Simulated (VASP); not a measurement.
# BeTe (F-43m) in VASP: notebook

One crystal, BeTe, is run at these levels: PBE; tasks: electric field gradients, dielectric tensor.

Everything below comes from runs of VASP 6.6.1. Logs are shortened: lines on timing, memory, paths and dates and some standing lists are left out, and cuts for length are marked.

### Step 1. The crystal as given

Symmetry: F-43m, No. 216, cubic system. The conventional cell has a = 5.663 Å, b = 5.663 Å, c = 5.663 Å, α = 90.00°, β = 90.00°, γ = 90.00°. Around Be (site symmetry -43m) lie 4 Te at 2.45 Å. Te (site symmetry -43m) is surrounded by 4 Be at 2.45 Å.

The cell comes from a database or a generator and needn't be the stable form of this composition.

### Step 2. Electric field gradients, PBE

File INCAR:

```
PREC     = Accurate       # precision mode
ENCUT    = 520            # plane-wave cutoff, eV
EDIFF    = 1E-8           # SCF threshold, eV
ISMEAR   = -1             # smearing method
SIGMA    = 0.02           # smearing width, eV
LREAL    = False          # projectors in reciprocal space
LASPH    = True           # aspherical terms in the spheres
NELM     = 100            # most SCF steps
ALGO     = Normal         # electronic algorithm
ISIF     = 2              # what is computed and relaxed
LWAVE    = False          # write WAVECAR
LCHARG   = False          # write CHGCAR
GGA      = PE             # functional
LEFG     = True         
NBANDS   = 11             # bands
```

File KPOINTS:

```
regular mesh
0
Gamma
  9 9 9
```

File POSCAR:

```
BeTe
1.0
    0.0000000000      2.8314587876      2.8314587876
    2.8314587876      0.0000000000      2.8314587876
    2.8314587876      2.8314587876      0.0000000000
Be Te
1 1
Direct
    0.0000000000      0.0000000000      0.0000000000
    0.2500000000      0.2500000000      0.2500000000
```

Potentials or basis: VASP PAW PBE potentials, release 64 (Be, Te).

Launch:

```console
$ cat potpaw_PBE.64/Be/POTCAR potpaw_PBE.64/Te/POTCAR > POTCAR
$ mpirun -np 1 vasp_std > vasp.out
```

OUTCAR:

```text
PREC = Accurate
   ENCUT = 520
   EDIFF = 1E-8
   ISMEAR = -1
   LREAL = False
   LASPH = True
   NELM = 100
   ISIF = 2
   GGA = PE

 ion  position               nearest neighbor table
   1  0.000  0.000  0.000-   2 2.45   2 2.45   2 2.45   2 2.45
   2  0.250  0.250  0.250-   1 2.45   1 2.45   1 2.45   1 2.45

  LATTYP: Found a face centered cubic cell.
 ALAT       =     5.6629175752

  Lattice vectors:

 A1 = (   0.0000000000,   2.8314587876,   2.8314587876)
 A2 = (   2.8314587876,   0.0000000000,   2.8314587876)
 A3 = (   2.8314587876,   2.8314587876,   0.0000000000)

Analysis of symmetry for initial positions (statically):
=====================================================================
 Subroutine PRICEL returns:
 Original cell was already a primitive cell.

 Routine SETGRP: Setting up the symmetry group for a
 face centered cubic supercell.

 Subroutine GETGRP returns: Found 24 space group operations
 (whereof 24 operations were pure point group operations)
 out of a pool of 48 trial point group operations.

The static configuration has the point symmetry T_d .

Analysis of symmetry for dynamics (positions and initial velocities):
=====================================================================
 Subroutine PRICEL returns:
 Original cell was already a primitive cell.

 Routine SETGRP: Setting up the symmetry group for a
 face centered cubic supercell.

 Subroutine GETGRP returns: Found 24 space group operations
 (whereof 24 operations were pure point group operations)
 out of a pool of 48 trial point group operations.

The dynamic configuration has the point symmetry T_d .

 Subroutine INISYM returns: Found 24 space group operations
 (whereof 24 operations are pure point group operations),
 and found     1 'primitive' translations

----------------------------------------------------------------------------------------

                                     Primitive cell

  volume of cell :      45.4005

  direct lattice vectors                    reciprocal lattice vectors
     0.000000000  2.831458788  2.831458788    -0.176587419  0.176587419  0.176587419
     2.831458788  0.000000000  2.831458788     0.176587419 -0.176587419  0.176587419
     2.831458788  2.831458788  0.000000000     0.176587419  0.176587419 -0.176587419

  length of vectors
     4.004287419  4.004287419  4.004287419     0.305858382  0.305858382  0.305858382

  position of ions in fractional coordinates (direct lattice)
     0.000000000  0.000000000  0.000000000
     0.250000000  0.250000000  0.250000000

  ion indices of the primitive-cell ions
   primitive index   ion index
                 1           1
                 2           2

----------------------------------------------------------------------------------------

 KPOINTS: regular mesh

Automatic generation of k-mesh.
 Grid dimensions read from file:
 generate k-points for:    9    9    9

 Generating k-lattice:

  Cartesian coordinates                     Fractional coordinates (reciprocal lattice)
    -0.019620824  0.019620824  0.019620824     0.111111111  0.000000000  0.000000000
     0.019620824 -0.019620824  0.019620824     0.000000000  0.111111111  0.000000000
     0.019620824  0.019620824 -0.019620824     0.000000000  0.000000000  0.111111111

  Length of vectors
     0.033984265  0.033984265  0.033984265

  Shift w.r.t. Gamma in fractional coordinates (k-lattice)
     0.000000000  0.000000000  0.000000000

 Subroutine IBZKPT returns following result:
 ===========================================

 Found     35 irreducible k-points:

 Following reciprocal coordinates:
            Coordinates               Weight
  0.000000  0.000000  0.000000      1.000000
  0.111111  0.000000  0.000000      8.000000
  0.222222  0.000000  0.000000      8.000000
  0.333333  0.000000  0.000000      8.000000
  0.444444  0.000000  0.000000      8.000000
  0.111111  0.111111  0.000000      6.000000
[... 16 lines left out ...]
 -0.333333  0.333333  0.000000     12.000000
  0.444444  0.444444  0.000000      6.000000
 [... further k-points ...]
   k-points           NKPTS =     35   k-points in BZ     NKDIM =     35   number of bands    NBANDS=     11
   number of dos      NEDOS =    301   number of ions     NIONS =      2
   total plane-waves  NPLWV =  27000
   dimension x,y,z NGX =    30 NGY =   30 NGZ =   30
   dimension x,y,z NGXF=    60 NGYF=   60 NGZF=   60
   ions per type =               1   1
   NGX,Y,Z   is equivalent  to a cutoff of  12.46, 12.46, 12.46 a.u.
   NGXF,Y,Z  is equivalent  to a cutoff of  24.91, 24.91, 24.91 a.u.
 SYSTEM =  unknown system
   PREC   = accura    normal or accurate (medium, high low for compatibility)
   ISTART =      0    job   : 0-new  1-cont  2-samecut
   ICHARG =      2    charge: 1-file 2-atom 10-const
   ISPIN  =      1    spin polarized calculation?
   LNONCOLLINEAR =      F non collinear calculations
   LSORBIT =      F    spin-orbit coupling
   LASPH  =      T    aspherical Exc in radial PAW
   ENCUT  =  520.0 eV  38.22 Ry    6.18 a.u.   7.45  7.45  7.45*2*pi/ulx,y,z
   NELM   =    100;   NELMIN=  2; NELMDL= -5     # of ELM steps
   EDIFF  = 0.1E-07   stopping-criterion for ELM
   LREAL  =      F    real-space projection
   EDIFFG = 0.1E-06   stopping-criterion for IOM
   NSW    =      0    number of steps for IOM
   IBRION =     -1    ionic relax: 0-MD 1-quasi-New 2-CG
   NFREE  =      0    steps in history (QN), initial steepest desc. (CG)
   ISIF   =      2    stress and relaxation
   ISYM   =      2    0-nonsym 1-usesym 2-fastsym
   POTIM  = 0.5000    time-step for ionic-motion
   TEBEG  =    0.0;   TEEND  =   0.0 temperature during run
   PSTRESS=    0.0 pullay stress
   NELECT =       8.0000    total number of electrons
   NUPDOWN=      -1.0000    fix difference up-down
   EMIN   =  10.00;   EMAX   =-10.00  energy-range for DOS
   EFERMI =   0.00;   METHOD = LEGACY
   ISMEAR =    -1;   SIGMA  =   0.02  broadening in eV -4-tet -1-fermi 0-gaus
   EFERMI_NEDOS =   21; number of points for ismear=-14 and -15
   IALGO  =     38    algorithm
   IMIX   =      4    mixing-type and parameters
     AMIX     =   0.40;   BMIX     =  1.00
     AMIX_MAG =   1.60;   BMIX_MAG =  1.00
  volume/ion in A,a.u.               =      22.70       153.19
  Fermi-wavevector in a.u.,A,eV,Ry     =   0.917807  1.734403 11.461129  0.842369
  Thomas-Fermi vector in A             =   2.042817
   LORBIT       =      0    0 simple, 1 ext, 2 COOP (PROOUT), +10 PAW based schemes
   GGA     = PE    functional components
   LHFCALC =     F    Hartree Fock is set to
   AEXX    =    0.0000 exact exchange contribution
   IVDW    =     0    specifies the selected vdW correction
   LEPSILON=     F    determine dielectric tensor
   LRPA    =     F    only Hartree local field effects (RPA)
 non-spin polarized calculation
  energy-cutoff  :      520.00
  volume of cell :       45.40
 maximum number of plane-waves:      1243
 NGX is ok and might be reduce to    30
   NGX = 15   NGY = 15   NGZ = 15

 number of electron       8.0000000 magnetization

 Free energy of the ion-electron system (eV)
  ---------------------------------------------------
  ext. energy  EPLUGINS =         0.00000000
  ---------------------------------------------------
  free energy    TOTEN  =        -7.62486825 eV

  energy without entropy =       -7.62486825  energy(sigma->0) =       -7.62486825

 E-fermi :   5.2912     XC(G=0):  -8.9910

 val. band max:        4.9135640104   @ k =   0.0000   0.0000   0.0000
 cond. band min:       6.9581523908   @ k =   0.4444   0.4444   0.0000
 fundamental gap:      2.0445883804
 Fermi energy:         5.2911957385

 k-point     1 :       0.0000    0.0000    0.0000
  band No.  band energies     occupation
      1      -7.2763      2.00000
      2       4.9136      2.00000
      3       4.9136      2.00000
      4       4.9136      2.00000
      5       8.5368      0.00000
      6       8.5368      0.00000
      7       8.5368      0.00000
      8       8.6156      0.00000
      9      13.2057      0.00000
     10      15.1241      0.00000
     11      15.1241      0.00000
[... 309 lines left out ...]
 k-point    24 :       0.4444    0.4444    0.0000
  band No.  band energies     occupation
      1      -5.5782      2.00000
      2       0.0240      2.00000
      3       2.3785      2.00000
      4       2.3785      2.00000
      5       6.9582      0.00000
      6       7.6957      0.00000
      7      14.2075      0.00000
      8      14.2075      0.00000
      9      16.1393      0.00000
     10      17.6881      0.00000
     11      18.1600      0.00000

 [... further k-points ...]
[... 5 lines left out ...]
  --------------------------------------------------------------------------------------
  -------------------------------------------------------------------------------------
  Total        0.0459984      0.0459984      0.0459984      0.0000000      0.0000000      0.0000000
  in kB        1.6232761      1.6232761      1.6232761      0.0000000      0.0000000      0.0000000
  external PRESSURE =       1.6232761 kB  Pullay stress =       0.0000000 kB

 VOLUME and BASIS-vectors are now :
 -----------------------------------------------------------------------------
  energy-cutoff  :      520.00
  volume of cell :       45.40
      direct lattice vectors                 reciprocal lattice vectors
     0.000000000  2.831458788  2.831458788    -0.176587419  0.176587419  0.176587419
     2.831458788  0.000000000  2.831458788     0.176587419 -0.176587419  0.176587419
     2.831458788  2.831458788  0.000000000     0.176587419  0.176587419 -0.176587419

 POSITION                                       TOTAL-FORCE (eV/Angst)
 -----------------------------------------------------------------------------------
      0.00000      0.00000      0.00000         0.000000      0.000000      0.000000
      1.41573      1.41573      1.41573        -0.000000     -0.000000     -0.000000
 -----------------------------------------------------------------------------------
    total drift:                                0.000000      0.000000      0.000000

  FREE ENERGIE OF THE ION-ELECTRON SYSTEM (eV)
  ---------------------------------------------------
  free  energy   TOTEN  =        -7.6248682540 eV

  energy  without entropy=       -7.6248682540  energy(sigma->0) =       -7.62486825

 Electric field gradients (V/A^2)
---------------------------------------------------------------------
 ion       V_xx      V_yy      V_zz      V_xy      V_xz      V_yz
---------------------------------------------------------------------
   1      -0.000     0.000     0.000    -0.000    -0.000    -0.000
   2      -0.000     0.000    -0.000     0.000     0.000     0.000
---------------------------------------------------------------------

 Electric field gradients after diagonalization (V/A^2)
 (convention: |V_zz| > |V_xx| > |V_yy|)
----------------------------------------------------------------------
 ion       V_xx      V_yy      V_zz     asymmetry (V_yy - V_xx)/ V_zz
----------------------------------------------------------------------
   1       0.000     0.000    -0.000       0.000
   2      -0.000    -0.000     0.000       0.000
----------------------------------------------------------------------

           NMR quadrupolar parameters

 Cq : quadrupolar parameter    Cq=e*Q*V_zz/h
 eta: asymmetry parameters     (V_yy - V_xx)/ V_zz
 Q  : nuclear electric quadrupole moment in mb (millibarn)
----------------------------------------------------------------------
 ion       Cq(MHz)       eta       Q (mb)
----------------------------------------------------------------------
   1      -0.000       0.000       1.000
   2       0.000       0.000       1.000
----------------------------------------------------------------------
```

It took 31 s on 1 thread of Intel Xeon Platinum 8375C at 2.90GHz (Ice Lake), shared host; peak memory 0.16 GiB.

What came out:

```yaml
Free_energy: -7.6249 eV
Pressure: 0.2 GPa
Band_gap_on_the_k_mesh: 2.04 eV, indirect (least direct gap 3.62 eV)
```

Electric field gradients, principal values (V/Å²):
```csv
atom,Vxx,Vyy,Vzz
1 Be,0.000,0.000,0.000
2 Te,0.000,0.000,0.000
```

Caveat: spin-orbit coupling is left out, which moves the levels of the heavy elements; an odd mesh through Γ misses points on the zone boundary, where band edges often lie.

### Step 3. Dielectric tensor, PBE

File INCAR:

```
SYSTEM = BeTe
PREC = Accurate
ENCUT = 520
EDIFF = 1E-8
ISMEAR = 0
SIGMA = 0.01
LREAL = .FALSE.
LASPH = .TRUE.
NELM = 100
ALGO = Normal
ISIF = 2
LWAVE = .FALSE.
LCHARG = .FALSE.
GGA = PE
LEPSILON = .TRUE.
```

File KPOINTS:

```
regular mesh
0
G
  9 9 9
  0 0 0
```

POSCAR is that of step 2.

Potentials or basis: VASP PAW PBE potentials, release 64 (Be, Te).

Launch:

```console
$ cat potpaw_PBE.64/Be/POTCAR potpaw_PBE.64/Te/POTCAR > POTCAR
$ mpirun -np 1 vasp_std > vasp.out
```

OUTCAR:

```text
SYSTEM = BeTe
   PREC = Accurate
   ENCUT = 520
   EDIFF = 1E-8
   ISMEAR = 0
   LREAL = .FALSE.
   LASPH = .TRUE.
   NELM = 100
   ISIF = 2
   GGA = PE
   LEPSILON = .TRUE.

 ion  position               nearest neighbor table
   1  0.000  0.000  0.000-   2 2.45   2 2.45   2 2.45   2 2.45
   2  0.250  0.250  0.250-   1 2.45   1 2.45   1 2.45   1 2.45

  LATTYP: Found a face centered cubic cell.
 ALAT       =     5.6629175752

  Lattice vectors:

 A1 = (   0.0000000000,   2.8314587876,   2.8314587876)
 A2 = (   2.8314587876,   0.0000000000,   2.8314587876)
[... 514 lines left out ...]
 -----------------------------------------------------------------------------
    -0.00028 -0.48266  0.00000
    -0.48266 -0.00028  0.00000
     0.00000  0.00000 -0.00015

 MACROSCOPIC STATIC DIELECTRIC TENSOR (including local field effects in DFT)
 ------------------------------------------------------
           7.481995     0.000000    -0.000000
           0.000000     7.481995     0.000000
          -0.000000    -0.000000     7.481995
 ------------------------------------------------------

 PIEZOELECTRIC TENSOR (including local field effects)  for field in x, y, z        (e  Angst)
          XX          YY          ZZ          XY          YZ          ZX
  --------------------------------------------------------------------------------
  x     0.00000    -0.00000     0.00000     0.00000    -1.37234    -0.00000
  y     0.00000     0.00000     0.00000     0.00000     0.00000    -1.37234
  z    -0.00000    -0.00000     0.00000    -1.37234     0.00000     0.00000

 PIEZOELECTRIC TENSOR (including local field effects)  for field in x, y, z        (C/m^2)
          XX          YY          ZZ          XY          YZ          ZX
  --------------------------------------------------------------------------------
  x     0.00000    -0.00000     0.00000     0.00000    -0.48430    -0.00000
  y     0.00000     0.00000     0.00000     0.00000     0.00000    -0.48430
  z    -0.00000    -0.00000     0.00000    -0.48430     0.00000     0.00000

 BORN EFFECTIVE CHARGES (including local field effects) (in |e|, cummulative output)
 ---------------------------------------------------------------------------------
 ion    1
    1     1.35424     0.00000     0.00000
    2     0.00000     1.35424     0.00000
    3    -0.00000    -0.00000     1.35424
 ion    2
    1    -1.35424     0.00000    -0.00000
    2     0.00000    -1.35424     0.00000
    3     0.00000     0.00000    -1.35424
```

OSZICAR:

```text
N       E                     dE             d eps       ncg     rms          rms(c)
DAV:   1     0.211998395066E+02    0.21200E+02   -0.34170E+03   560   0.807E+02
[... 13 lines left out ...]
RMM:   7    -0.904191102559E+00   -0.70597E-03   -0.84643E-06  3298   0.219E-02    0.261E-03
RMM:   8    -0.904238561073E+00   -0.47459E-04   -0.48506E-07  3490   0.452E-03    0.848E-04
RMM:   9    -0.904242750309E+00   -0.41892E-05   -0.12399E-07  3388   0.199E-03    0.159E-04
RMM:  10    -0.904245352124E+00   -0.26018E-05   -0.36750E-08  3582   0.418E-04    0.245E-04
RMM:  11    -0.904243270831E+00    0.20813E-05   -0.53795E-08  2897   0.112E-04    0.181E-05
RMM:  12    -0.904243449153E+00   -0.17832E-06    0.48440E-10  1696   0.457E-05    0.110E-05
RMM:  13    -0.904243149076E+00    0.30008E-06    0.22945E-09   919   0.427E-05    0.197E-06
```

stdout:

```text
POSCAR found type information on POSCAR BeTe
 POSCAR found :  2 types and       2 ions
 scaLAPACK will be used
 LDA part: xc-table for (Slater+PW92), standard interpolation
 POSCAR, INCAR and KPOINTS ok, starting setup
 FFT: planning ... GRIDC
 FFT: planning ... GRID_SOFT
 FFT: planning ... GRID
 WAVECAR not read
 entering main loop
 Linear response reoptimize wavefunctions to high precision
 Linear response G [H, r] |phi>, progress :
  Direction:   1
 Linear response G [H, r] |phi>, progress :
  Direction:   2
 Linear response G [H, r] |phi>, progress :
  Direction:   3
 Linear response to external field (no local field effect), progress :
  Direction:   1
 dielectric tensor                  component  1 :     9.313     4.211     0.980
 Linear response to external field (no local field effect), progress :
  Direction:   2
 dielectric tensor                  component  2 :     4.210     9.702    -1.299
 Linear response to external field (no local field effect), progress :
  Direction:   3
 dielectric tensor                  component  3 :     0.980    -1.298     4.787
 Linear response to external field, progress :
  Direction:   1
 dielectric tensor                  component  1 :     7.482     1.688     1.005
 Linear response to external field, progress :
  Direction:   2
 dielectric tensor                  component  2 :     1.563     7.482     0.803
 Linear response to external field, progress :
  Direction:   3
 dielectric tensor                  component  3 :     1.216     1.476     7.482
 Born effective charges drift removed
```

Wall time 5.8 min (1 thread of Intel Xeon Platinum 8375C at 2.90GHz (Ice Lake), shared host); peak memory 0.27 GiB.

Results:

| Property | Result |
| --- | --- |
| Band gap on the k mesh | 2.04 eV, indirect (least direct gap 3.62 eV) |
| Electronic dielectric tensor (diagonal) | 7.48 |
| Born charges (mean of the diagonal) | Be +1.35; Te -1.35 e |

Electronic dielectric tensor:
```
7.48 0.00 0.00
0.00 7.48 0.00
0.00 0.00 7.48
```

Born effective charge tensors (e):
atom 1, Be
```
1.35 0.00 0.00
0.00 1.35 0.00
0.00 0.00 1.35
```
atom 2, Te
```
-1.35  0.00  0.00
 0.00 -1.35  0.00
 0.00  0.00 -1.35
```

Caveat: spin-orbit coupling is left out, which moves the levels of the heavy elements; an odd mesh through Γ misses points on the zone boundary, where band edges often lie.
